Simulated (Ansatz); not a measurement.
**Ca under compression: one row to predict**

The cell was found from a structure generator's guess, not taken from experiment.

The calculation used DFT PBE, scalar-relativistic, plane waves, PAW in Ansatz. Plane waves to 420 eV, a 12×12×12 mesh through Γ for the 6-atom cell and 0.10 eV Gaussian smearing; no spin polarisation.

```
CELL_PARAMETERS angstrom
1.95152 1.12671 19.22120
-1.95152 1.12671 19.22120
0.00000 -2.25342 19.22120
ATOMIC_POSITIONS crystal
Ca 0.50000 0.50000 0.50000
Ca 0.00000 0.00000 0.00000
Ca 0.11128 0.11128 0.11128
Ca 0.88872 0.88872 0.88872
Ca 0.27769 0.27769 0.27769
Ca 0.72231 0.72231 0.72231
```

The cell was set to several volumes, with shape and atoms relaxed at each where symmetry leaves them free. Pressure is positive in compression, and energies count from the lowest row. No row has a gap on its mesh.

```csv
row,V (Å³/atom),P (GPa),ΔE (meV/atom)
1,37.192,2.70,38.9
2,38.460,?,?
3,39.728,1.18,8.9
4,40.996,0.55,2.1
5,42.263,0.00,0.0
6,43.531,-0.49,2.0
7,44.799,-0.91,7.5
8,46.490,-1.40,19.8
```

Question: Find B = −V·ΔP/ΔV from rows 4 and 6 and from rows 1 and 3, and from the two its slope B′ and its value B0 at zero pressure.

Answer: Rows 4 and 6 give −(40.996 + 43.531)/2 × (-0.49 − (0.55))/(43.531 − 40.996) = 17.3 GPa at a mean pressure of 0.03 GPa. Rows 1 and 3 give −(37.192 + 39.728)/2 × (1.18 − (2.70))/(39.728 − 37.192) = 23.1 GPa at a mean pressure of 1.94 GPa. So B′ = (23.1 − 17.3)/(1.94 − (0.03)) = 3.04 and B0 = 17.3 − 3.04 × (0.03) = 17.2 GPa. A third-order Birch–Murnaghan fit to all the energies gives B0 = 17.2 GPa and B′ = 3.2.

Question: Estimate the pressure and energy of row 2.

Answer: From row 5, V0 = 42.263 × (1 + (0.00)/17.2) = 42.263 Å³/atom. Murnaghan's form P = (B0/B′)·[(V0/V)^B′ − 1] gives (17.2/3.04) × [(42.263/38.460)^3.04 − 1] = 1.88 GPa; the computed pressure is 1.89 GPa, so the estimate is off by -0.01 GPa. The work of compression from row 3, with the mean of the two pressures, gives ΔE = 8.9 + (1.88 + 1.18)/2 × (39.728 − 38.460)/160.2 × 1000 = 21.0 meV/atom (1 eV/Å³ = 160.2 GPa); the computed value is 20.9 meV/atom.

All volumes keep the k mesh of the relaxed cell. Symmetry constrained the relaxation, so the result can be a saddle point.
